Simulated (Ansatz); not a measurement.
**Quadrupolar parameters in SiO2 at a changed volume**

The cell is a Materials Project structure (computed, not necessarily an observed phase), relaxed with PBE at fixed cell and then changed (volume scaled by 1.03).

Space group P2_13 (No. 198); a = 7.1519 Å.

```csv
site,Wyckoff,site symmetry,x,y,z
Si1,4a,.3.,0.9771,0.5229,0.4771
Si5,4a,.3.,0.7142,0.7858,0.2142
O9,12b,1,0.8607,0.3328,0.5326
O17,4a,.3.,0.1542,0.1542,0.1542
```

One atom of each set is listed.

Computed with Ansatz: DFT, PBE, plane waves and PAW (field gradients read without the response of the frozen cores, which leaves them typically 4 to 6 % off), scalar-relativistic, 420 eV cutoff, Γ-centred 3×3×3 k-points, Fermi–Dirac smearing 0.02 eV.

Conventions: |V_zz| ≥ |V_yy| ≥ |V_xx|, η = (V_xx − V_yy)/V_zz, C_Q = eQV_zz/h. ν_Q = 3|C_Q|/[2I(2I − 1)].

O-17: I = 5/2, Q = -25.58 mb. Nuclear quadrupole moments: year-2017 set (Pyykkö).

| site | atoms | first shell | C_Q (MHz) | η | ν_Q (MHz) |
| --- | --- | --- | --- | --- | --- |
| O9 | 12 | 2 Si at 1.64 Å, angle 142° | -6.31 | 0.23 | 0.946 |
| O17 | 4 | 2 Si at 1.63 Å, angle 180° | -7.09 | 0.00 | 1.06 |

An axis of threefold or higher order runs through O17, so V_zz lies along it and η is zero. At O9 V_zz runs parallel to the line that joins its two neighbours (within 1°).

Si has no stable isotope with a ground-state quadrupole moment in the table, so these sites are left out.

The atoms aren't relaxed in the changed cell (largest force 0.3 eV/Å).
